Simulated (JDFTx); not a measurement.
## GaSb: single point with PBEsol

**What was measured.**

A printed reference work, data compilation reports, for a bulk crystal of GaSb at 4.2 K: band gap 0.811 eV (direct).

GaSb:

```
CELL_PARAMETERS angstrom
0.00000 3.05900 3.05900
3.05900 0.00000 3.05900
3.05900 3.05900 0.00000
ATOMIC_POSITIONS crystal
Sb 0.75000 0.75000 0.75000
Ga 0.00000 0.00000 0.00000
```

| Property | Result |
| --- | --- |
| Program | JDFTx 1.7.0 (patched build) |
| Task | single point |
| Functional | PBEsol |
| Potentials or basis | PseudoDojo-SR-PBEsol-0.4.1-standard with smoothed tails |
| Cutoff | 1088 eV |
| Density cutoff | 8708 eV |
| k mesh | 8 × 8 × 8 |
| Occupations | fermi-dirac, width 0.05 eV |
| Spin | no spin polarisation |
| Local potential set to -Z/r beyond | 6 bohr |
| Bands | 21 |
| Density cutoff over wavefunction cutoff | 8 |
| Max SCF steps | 100 |
| SCF threshold on the energy | 1e-09 Ha |
| Solver of the electrons | scf |
| Further solve for the empty bands | yes |

| Item | Value |
| --- | --- |
| Pressure | -0.2 GPa |
| Band gap on the k mesh | none (metal or under the smearing width) |
| Loewdin charges | Sb +0.29; Ga -0.26 e |

Levels at points of the mesh, in eV from the Fermi level:
```csv
k point,band 10,band 11,band 12,band 13,band 14,band 15,band 16,band 17
"(0.00, 0.00, 0.00)",-15.01,-11.56,-0.08,-0.05,-0.05,-0.05,2.73,2.73
"(0.00, 0.00, 0.50)",-15.01,-9.93,-6.43,-1.20,-1.20,0.30,3.68,3.68
"(0.00, 0.50, 0.50)",-15.01,-9.11,-6.86,-2.63,-2.63,0.80,1.12,8.66
```

Run time: 4.7 min on 1 thread of Arm Neoverse N1, on a shared host, peak memory 0.19 GiB.

Against the measured gap of GaSb, 0.811 eV (direct; 4.2 K; a printed reference work, data compilation), the calculated 0.00 eV is off by -0.81 eV. Spin-orbit coupling on Ga, Sb is left out. The value is that of PBEsol on a finite k mesh, which can miss the band edges, without temperature or zero-point motion. Semilocal functionals fall short of measured gaps as a rule.

Caveat: the empty levels aren't tightly converged; this crystal is a semiconductor, whose small gap the functional closes, so the metal is an error of the method. Spin-orbit coupling is left out, which matters for the levels of Sb.
